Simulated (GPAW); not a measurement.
PbS:

```
Pb S
1.0
     3.65366    0.00000    0.00000
     0.00000    3.65366    0.00000
     0.00000    0.00000    3.65366
Pb S
1 1
Cartesian
  0.0000 0.0000 0.0000
  1.8268 1.8268 1.8268
```

Measurements of this composition are mostly on another form, of space group No. 225.

Base run:

| Item | Value |
| --- | --- |
| Program | GPAW 26.7.0 |
| Functional | LDA |
| Potentials or basis | the program's PAW data sets (release 1.2.1) made for this functional |
| Cutoff | 600 eV |
| Basis | pw |
| k mesh | 7 × 7 × 7 |
| Occupations | fermi-dirac, width 0.05 eV |
| Spin | no spin polarisation |

Its results: pressure -5.6 GPa.

Task: After a change of settings the same cell gave: pressure -3.8 GPa. Which change was it?
A. functional from LDA to r2SCAN; potentials or basis from the program's PAW data sets (release 1.2.1) made for this functional to GPAW PAW data sets (gpaw-data 1.2.1)
B. cutoff from 600 eV to 500 eV; k mesh from 7 × 7 × 7 to 6 × 6 × 6
C. functional from LDA to PBEsol; potentials or basis from the program's PAW data sets (release 1.2.1) made for this functional to PAW data sets generated in the run's folder for this functional
D. functional from LDA to PBE; potentials or basis from the program's PAW data sets (release 1.2.1) made for this functional to GPAW PAW data sets (gpaw-data 1.2.1)

Result: C.
